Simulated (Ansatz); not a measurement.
# SnO2: the cost of one run

Method: DFT PBE, scalar-relativistic, plane waves, PAW, in Ansatz 0.2.0.

15 further runs of the same task are left out: 15 set aside as unsound or not needed. Runs told in other sessions of the task aren't counted.

**1. The structure to begin with**

The structure is tetragonal, space group P4_2/mnm (No. 136). The conventional cell has a = 4.828 Å, b = 4.828 Å, c = 3.238 Å, α = 90.00°, β = 90.00°, γ = 90.00°. Around Sn (site symmetry mmm) lie 6 O at 2.09 Å. Around O (site symmetry m2m) lie 3 Sn at 2.09 Å.

As a file:

```
CELL_PARAMETERS angstrom
4.82779 0.00000 0.00000
0.00000 4.82781 0.00000
0.00000 0.00000 3.23790
ATOMIC_POSITIONS crystal
Sn 0.50000 0.50000 0.50000
Sn 0.00000 0.00000 0.00000
O 0.30657 0.30663 0.00000
O 0.80657 0.19337 0.50000
O 0.19343 0.80663 0.50000
O 0.69343 0.69337 0.00000
```

It goes back to an entry of the Materials Project, which need not be the stable form.

This cell was relaxed beforehand with the same method: volume 12.58 Å³/atom, gap on the mesh 0.68 eV.

**2. The scan**

The energy is mapped over a normal mode and a strain (zone-centre modes of the cell shown) (x along [1 0 0], y along [0 1 0], z along [0 0 1] of the conventional cell).

- amplitude of mode 4 (110 cm⁻¹), largest displacement in the unstrained cell: 7 values from −0.252 to 0.252 Å
- strain +e along z and -e/2 along x and y: 7 values from −7.00 to 7.00 %

Nothing else is relaxed (the pattern is fixed in fractional coordinates). Energies count from the relaxed high-symmetry cell. Points are written as (first, second).

The modes come from a phonon run on the reference cell, made beforehand.

The patterns, per unit of each coordinate (Å):

```csv
atom,x1,y1,z1
Sn1,0.000,0.000,0.000
Sn2,0.000,0.000,0.000
O3,0.707,-0.707,0.000
O4,0.707,0.707,0.000
O5,-0.707,-0.707,0.000
O6,-0.707,0.707,0.000
```

**3. Grid point (−0.168 Å, −7.00 %)**

input.yaml

```yaml
crystal:
  lattice:
    - [4.9967660549, 0.0, 0.0]
    - [0.0, 4.996780218, 0.0]
    - [0.0, 0.0, 3.0112483655]
  atoms:
    - { symbol: Sn, position: [0.5, 0.5, 0.5] }
    - { symbol: Sn, position: [0.0, 0.0, 0.0] }
    - { symbol: O, position: [0.2819646748, 0.3312350192, 0.0] }
    - { symbol: O, position: [0.7819646748, 0.1687649808, 0.5] }
    - { symbol: O, position: [0.2180353252, 0.8312350192, 0.5] }
    - { symbol: O, position: [0.7180353252, 0.6687649808, 0.0] }
basis:
  ecutwfc: 520.0
kpoints:
  mp_grid: { grid: [6, 6, 8] }
hamiltonian:
  xc: pbe
  pseudopotentials: { kind: paw, azcp: { folder: soft_1 } }
scf:
  occupations: { method: gaussian, width: 0.05 }
output:
  forces: true
  stress: true
  eigenvalues: true
  write_density: true
  write_potential: true
  elf: true
  volumetric_format: npy
```

Command:

```
$ ansatz run input.yaml --threads 2 --pin off --max-ram 4096MiB --backend cpu --events-out ev --progress --plain --runs-dir out
```

What time and memory should one allow on 2 threads of Arm Neoverse N1, shared host?

About 20 s, with a peak of 0.47 GiB.
